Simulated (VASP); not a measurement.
# Al (Fm-3m) in VASP: further runs

One crystal, Al, is run at these levels: r2SCAN, PBE; tasks: relaxation of cell and atoms.

Everything below comes from runs of VASP 6.6.1. Logs are shortened: lines on timing, memory, paths and dates and some standing lists are left out, and cuts for length are marked.

**1. Starting point**

The structure is cubic, space group Fm-3m (No. 225). The conventional cell has a = 4.050 Å, b = 4.050 Å, c = 4.050 Å, α = 90.00°, β = 90.00°, γ = 90.00°. Around Al (site symmetry m-3m) lie 12 Al at 2.86 Å.

**2. Relaxation of cell and atoms, r2SCAN**

The input, INCAR:

```
PREC = Accurate
ENCUT = 600
EDIFF = 1E-6
ISMEAR = 1
SIGMA = 0.1
LREAL = False
LASPH = True
NELM = 80
ALGO = Normal
ISIF = 3
LWAVE = False
LCHARG = False
METAGGA = R2SCAN
LMIXTAU = True
IBRION = 2
NSW = 90
EDIFFG = -0.01
```

The input, KPOINTS:

```
Automatic mesh
0
Gamma
  16 16 16
```

The input, POSCAR:

```
Al
1.0
    0.0000000000      2.0248050000      2.0248050000
    2.0248050000      0.0000000000      2.0248050000
    2.0248050000      2.0248050000      0.0000000000
Al
1
Direct
    0.0000000000      0.0000000000      0.0000000000
```

Potentials or basis: VASP PAW PBE potentials, release 64 (Al).

Run with:

```
> cat potpaw_PBE.64/Al/POTCAR > POTCAR
> mpirun -np 1 vasp_std > vasp.out
```

OUTCAR:

```text
PREC = Accurate
   ENCUT = 600
   EDIFF = 1E-6
   ISMEAR = 1
   LREAL = False
   LASPH = True
   NELM = 80
   ISIF = 3
   METAGGA = R2SCAN
   IBRION = 2
   NSW = 90
   EDIFFG = -0.01

 ion  position               nearest neighbor table
   1  0.000  0.000  0.000-

  LATTYP: Found a face centered cubic cell.
 ALAT       =     4.0496100000

  Lattice vectors:

 A1 = (   0.0000000000,   2.0248050000,   2.0248050000)
 A2 = (   2.0248050000,   0.0000000000,   2.0248050000)
 A3 = (   2.0248050000,   2.0248050000,   0.0000000000)

Analysis of symmetry for initial positions (statically):
=====================================================================
 Subroutine PRICEL returns:
 Original cell was already a primitive cell.

 Routine SETGRP: Setting up the symmetry group for a
 face centered cubic supercell.

 Subroutine GETGRP returns: Found 48 space group operations
 (whereof 48 operations were pure point group operations)
 out of a pool of 48 trial point group operations.

The static configuration has the point symmetry O_h .

Analysis of symmetry for dynamics (positions and initial velocities):
=====================================================================
 Subroutine PRICEL returns:
 Original cell was already a primitive cell.

 Routine SETGRP: Setting up the symmetry group for a
 face centered cubic supercell.

 Subroutine GETGRP returns: Found 48 space group operations
 (whereof 48 operations were pure point group operations)
 out of a pool of 48 trial point group operations.

The dynamic configuration has the point symmetry O_h .

 Subroutine INISYM returns: Found 48 space group operations
 (whereof 48 operations are pure point group operations),
 and found     1 'primitive' translations

----------------------------------------------------------------------------------------

                                     Primitive cell

  volume of cell :      16.6027

  direct lattice vectors                    reciprocal lattice vectors
     0.000000000  2.024805000  2.024805000    -0.246937359  0.246937359  0.246937359
     2.024805000  0.000000000  2.024805000     0.246937359 -0.246937359  0.246937359
     2.024805000  2.024805000  0.000000000     0.246937359  0.246937359 -0.246937359

  length of vectors
     2.863506692  2.863506692  2.863506692     0.427708053  0.427708053  0.427708053

  position of ions in fractional coordinates (direct lattice)
     0.000000000  0.000000000  0.000000000

  ion indices of the primitive-cell ions
   primitive index   ion index
                 1           1

----------------------------------------------------------------------------------------

 KPOINTS: Automatic mesh

Automatic generation of k-mesh.
 Grid dimensions read from file:
 generate k-points for:   16   16   16

 Generating k-lattice:

  Cartesian coordinates                     Fractional coordinates (reciprocal lattice)
    -0.015433585  0.015433585  0.015433585     0.062500000  0.000000000  0.000000000
     0.015433585 -0.015433585  0.015433585     0.000000000  0.062500000  0.000000000
     0.015433585  0.015433585 -0.015433585     0.000000000  0.000000000  0.062500000

  Length of vectors
     0.026731753  0.026731753  0.026731753

  Shift w.r.t. Gamma in fractional coordinates (k-lattice)
     0.000000000  0.000000000  0.000000000

 Subroutine IBZKPT returns following result:
 ===========================================

 Found    145 irreducible k-points:

 Following reciprocal coordinates:
            Coordinates               Weight
  0.000000  0.000000  0.000000      1.000000
  0.062500  0.000000  0.000000      8.000000
  0.125000  0.000000  0.000000      8.000000
  0.187500  0.000000  0.000000      8.000000
  0.250000  0.000000  0.000000      8.000000
  0.312500  0.000000  0.000000      8.000000
[... 16 lines left out ...]
 -0.125000  0.062500  0.000000     24.000000
 -0.062500  0.062500  0.000000     12.000000
 [... further k-points ...]
   k-points           NKPTS =    145   k-points in BZ     NKDIM =    145   number of bands    NBANDS=      5
   number of dos      NEDOS =    301   number of ions     NIONS =      1
   total plane-waves  NPLWV =  13824
   dimension x,y,z NGX =    24 NGY =   24 NGZ =   24
   dimension x,y,z NGXF=    48 NGYF=   48 NGZF=   48
   ions per type =               1
   NGX,Y,Z   is equivalent  to a cutoff of  13.93, 13.93, 13.93 a.u.
   NGXF,Y,Z  is equivalent  to a cutoff of  27.87, 27.87, 27.87 a.u.
 SYSTEM =  unknown system
   PREC   = accura    normal or accurate (medium, high low for compatibility)
   ISTART =      0    job   : 0-new  1-cont  2-samecut
   ICHARG =      2    charge: 1-file 2-atom 10-const
   ISPIN  =      1    spin polarized calculation?
   LNONCOLLINEAR =      F non collinear calculations
   LSORBIT =      F    spin-orbit coupling
   LASPH  =      T    aspherical Exc in radial PAW
   ENCUT  =  600.0 eV  44.10 Ry    6.64 a.u.   5.72  5.72  5.72*2*pi/ulx,y,z
   NELM   =     80;   NELMIN=  2; NELMDL= -5     # of ELM steps
   EDIFF  = 0.1E-05   stopping-criterion for ELM
   LREAL  =      F    real-space projection
   EDIFFG = -.1E-01   stopping-criterion for IOM
   NSW    =     90    number of steps for IOM
   IBRION =      2    ionic relax: 0-MD 1-quasi-New 2-CG
   NFREE  =      1    steps in history (QN), initial steepest desc. (CG)
   ISIF   =      3    stress and relaxation
   ISYM   =      2    0-nonsym 1-usesym 2-fastsym
   POTIM  = 0.5000    time-step for ionic-motion
   TEBEG  =    0.0;   TEEND  =   0.0 temperature during run
   PSTRESS=    0.0 pullay stress
   NELECT =       3.0000    total number of electrons
   NUPDOWN=      -1.0000    fix difference up-down
   EMIN   =  10.00;   EMAX   =-10.00  energy-range for DOS
   EFERMI =   0.00;   METHOD = LEGACY
   ISMEAR =     1;   SIGMA  =   0.10  broadening in eV -4-tet -1-fermi 0-gaus
   EFERMI_NEDOS =   21; number of points for ismear=-14 and -15
   IALGO  =     38    algorithm
   IMIX   =      4    mixing-type and parameters
     AMIX     =   0.40;   BMIX     =  1.00
     AMIX_MAG =   1.60;   BMIX_MAG =  1.00
  volume/ion in A,a.u.               =      16.60       112.04
  Fermi-wavevector in a.u.,A,eV,Ry     =   0.925526  1.748991 11.654733  0.856599
  Thomas-Fermi vector in A             =   2.051390
   LORBIT       =      0    0 simple, 1 ext, 2 COOP (PROOUT), +10 PAW based schemes
   METAGGA = R2SCAN    functional components
   LHFCALC =     F    Hartree Fock is set to
   AEXX    =    0.0000 exact exchange contribution
   IVDW    =     0    specifies the selected vdW correction
   LEPSILON=     F    determine dielectric tensor
   LRPA    =     F    only Hartree local field effects (RPA)
 conjugate gradient relaxation of ions
 non-spin polarized calculation
 Methfessel and Paxton  Order N= 1 SIGMA  =   0.10
  energy-cutoff  :      600.00
  volume of cell :       16.60
 maximum number of plane-waves:       568
   NGX = 11   NGY = 11   NGZ = 11

--------------------------------------- Ionic step        1  -------------------------------------------

 number of electron       3.0000000 magnetization

 Free energy of the ion-electron system (eV)
  ---------------------------------------------------
  ext. energy  EPLUGINS =         0.00000000
  ---------------------------------------------------
  free energy    TOTEN  =        -6.73448096 eV

  energy without entropy =       -6.73473081  energy(sigma->0) =       -6.73456425

------------------------ aborting loop because EDIFF is reached ----------------------------------------

  FORCE on cell =-STRESS in cart. coord.  units (eV):
  Direction    XX          YY          ZZ          XY          YZ          ZX
  --------------------------------------------------------------------------------------
  -------------------------------------------------------------------------------------
  Total       -0.3903780     -0.3903780     -0.3903780      0.0000000     -0.0000000      0.0000000
  in kB      -37.6717953    -37.6717953    -37.6717953      0.0000000     -0.0000000      0.0000000
  external PRESSURE =     -37.6717953 kB  Pullay stress =       0.0000000 kB

 VOLUME and BASIS-vectors are now :
 -----------------------------------------------------------------------------
  energy-cutoff  :      600.00
  volume of cell :       16.60
      direct lattice vectors                 reciprocal lattice vectors
     0.000000000  2.024805000  2.024805000    -0.246937359  0.246937359  0.246937359
     2.024805000  0.000000000  2.024805000     0.246937359 -0.246937359  0.246937359
     2.024805000  2.024805000  0.000000000     0.246937359  0.246937359 -0.246937359
[... 36 lines left out ...]
 POSITION                                       TOTAL-FORCE (eV/Angst)
 -----------------------------------------------------------------------------------
      0.00000      0.00000      0.00000         0.000000      0.000000      0.000000
 -----------------------------------------------------------------------------------
    total drift:                               -0.000000     -0.000000      0.000000

  FREE ENERGIE OF THE ION-ELECTRON SYSTEM (eV)
  ---------------------------------------------------
  free  energy   TOTEN  =        -6.7429898328 eV

  energy  without entropy=       -6.7432447754  energy(sigma->0) =       -6.74307481

--------------------------------------- Ionic step        3  -------------------------------------------

 number of electron       3.0000000 magnetization

 Free energy of the ion-electron system (eV)
  ---------------------------------------------------
  ext. energy  EPLUGINS =         0.00000000
  ---------------------------------------------------
  free energy    TOTEN  =        -6.74360626 eV

  energy without entropy =       -6.74380529  energy(sigma->0) =       -6.74367260

 E-fermi :   8.4578     XC(G=0): -11.0539

 val. band max:        8.4461056613   @ k =  -0.3125   0.4375   0.1250
 cond. band min:       8.5692250828   @ k =   0.5000   0.2500   0.1250
 fundamental gap:      0.1231194215
 Fermi energy:         8.4577744104

 k-point     1 :       0.0000    0.0000    0.0000
  band No.  band energies     occupation
      1      -3.6884      2.00000
      2      21.9798      0.00000
      3      21.9798      0.00000
      4      21.9798      0.00000
      5      24.2034      0.00000

 k-point     2 :       0.0625    0.0000    0.0000
  band No.  band energies     occupation
      1      -3.5727      2.00000
      2      20.1636      0.00000
      3      21.6697      0.00000
      4      21.6697      0.00000
      5      24.6740      0.00000

 k-point     3 :       0.1250    0.0000    0.0000
  band No.  band energies     occupation
      1      -3.2259      2.00000
      2      17.4563      0.00000
      3      21.1291      0.00000
      4      21.1291      0.00000
      5      24.5743      0.00000
[... 153 lines left out ...]
 k-point    23 :      -0.1250    0.0625    0.0000
  band No.  band energies     occupation
      1      -2.9568      2.00000
      2      16.5586      0.00000
      3      19.0105      0.00000
      4      22.2483      0.00000
      5      25.0256      0.00000

 k-point    24 :      -0.0625    0.0625    0.0000
  band No.  band energies     occupation
      1      -3.3799      2.00000
      2      18.9757      0.00000
      3      19.9157      0.00000
      4      22.2799      0.00000
      5      24.4138      0.00000

 [... further k-points ...]

------------------------ aborting loop because EDIFF is reached ----------------------------------------

  FORCE on cell =-STRESS in cart. coord.  units (eV):
  Direction    XX          YY          ZZ          XY          YZ          ZX
  --------------------------------------------------------------------------------------
  -------------------------------------------------------------------------------------
  Total        0.0028984      0.0028984      0.0028984     -0.0000000     -0.0000000     -0.0000000
  in kB        0.2927293      0.2927293      0.2927293     -0.0000000     -0.0000000     -0.0000000
  external PRESSURE =       0.2927293 kB  Pullay stress =       0.0000000 kB

 VOLUME and BASIS-vectors are now :
 -----------------------------------------------------------------------------
  energy-cutoff  :      600.00
  volume of cell :       15.86
      direct lattice vectors                 reciprocal lattice vectors
     0.000000000  1.994312653  1.994312653    -0.250712946  0.250712946  0.250712946
     1.994312653 -0.000000000  1.994312653     0.250712946 -0.250712946  0.250712946
     1.994312653  1.994312653  0.000000000     0.250712946  0.250712946 -0.250712946

 POSITION                                       TOTAL-FORCE (eV/Angst)
 -----------------------------------------------------------------------------------
      0.00000      0.00000      0.00000         0.000000      0.000000      0.000000
 -----------------------------------------------------------------------------------
    total drift:                               -0.000000      0.000000      0.000000

  FREE ENERGIE OF THE ION-ELECTRON SYSTEM (eV)
  ---------------------------------------------------
  free  energy   TOTEN  =        -6.7436062576 eV

  energy  without entropy=       -6.7438052856  energy(sigma->0) =       -6.74367260

 reached required accuracy - stopping structural energy minimisation
```

Run time: 40 s. Hardware: 1 thread of Intel Xeon 6975P-C (Granite Rapids), shared host; peak memory 0.15 GiB.

What came out:

```
Free energy                            : -6.7436 eV
Relaxed volume                         : 15.86 Å³/atom
Relaxed cell                           : a = 2.820 Å, b = 2.820 Å, c = 2.820 Å, α = 60.00°, β = 60.00°, γ = 60.00°
Space group after relaxing (to 0.05 Å) : Fm-3m (No. 225)
Energy gained by relaxing              : 9.1 meV/atom
Ionic steps                            : 3
Pressure after relaxing                : 0.0 GPa
Band gap on the k mesh                 : none (metal or under the smearing width)
```

Step by step:
```tsv
step	energy change (eV)	largest force (eV/Å)	pressure (GPa)	volume (Å³)
1	0.0000	0.0000	-3.77	16.60
2	-0.0085	0.0000	1.13	15.68
3	-0.0091	0.0000	0.03	15.86
```

Final structure:
```cif
data_structure
_symmetry_space_group_name_H-M 'P 1'
_symmetry_Int_Tables_number 1
_cell_length_a 2.8204
_cell_length_b 2.8204
_cell_length_c 2.8204
_cell_angle_alpha 60.000
_cell_angle_beta 60.000
_cell_angle_gamma 60.000
_cell_volume 15.86
loop_
_atom_site_label
_atom_site_type_symbol
_atom_site_fract_x
_atom_site_fract_y
_atom_site_fract_z
_atom_site_occupancy
Al1 Al 0.00000 0.00000 0.00000 1
```

Caveat: the PAW data sets were made with another functional, which shifts forces and pressure a little.

[end of part 1 of 2]
